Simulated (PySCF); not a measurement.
**Excitation energies in several basis sets**

gamma-butyrolactone, C₄H₆O₂.
SMILES with atom numbers: `[O:1]=[C:2]1[CH2:3][CH2:4][CH2:5][O:6]1` (hydrogens: H7, H8 on C3; H9, H10 on C4; H11, H12 on C5)

TDDFT with PBE0 (PySCF), vertical singlets, core orbitals frozen in the response, spherical d and f functions. One conformer (not necessarily the lowest) at the PBE0-D3(BJ)/def2-SVP geometry, without solvent, vibrations or thermal averaging.

Problem. Compare 6-31G*, def2-SVP, def2-SVPD, aug-cc-pVDZ and def2-TZVP for this molecule.

Solution. 

| basis | functions | diffuse | S1 (eV) | S2 (eV) | S3 (eV) | S4 (eV) | S5 (eV) | LUMO (eV) | α (au) |
| --- | --- | --- | --- | --- | --- | --- | --- | --- | --- |
| 6-31G* | 96 | no | 5.84 | 8.08 | 8.78 | 8.87 | 9.35 | 0.65 | 43.5 |
| def2-SVP | 114 | no | 5.83 | 8.00 | 8.15 | 8.72 | 8.78 | 0.46 | 44.0 |
| def2-SVPD | 174 | yes | 5.80 | 7.32 | 7.83 | 7.97 | 8.07 | 0.11 | 51.9 |
| aug-cc-pVDZ | 192 | yes | 5.78 | 6.69 | 7.28 | 7.32 | 7.36 | -0.29 | 52.8 |
| def2-TZVP | 222 | no | 5.82 | 7.57 | 7.90 | 8.24 | 8.47 | 0.27 | 50.1 |

States are compared by their number. Against the largest diffuse basis here (aug-cc-pVDZ, itself not a converged limit), sets without diffuse functions differ by up to 0.06 eV in S1 and 1.99 eV in S5; the smaller diffuse sets differ by up to 0.02 and 0.70 eV. State by state, the largest deviation of a set without diffuse functions is S1 0.06, S2 1.39, S3 1.49, S4 1.55, S5 1.99 eV. The same number needn't mean the same state in each row. Against aug-cc-pVDZ the polarisability deviates by -18% in 6-31G*, -17% in def2-SVP, -2% in def2-SVPD, -5% in def2-TZVP.
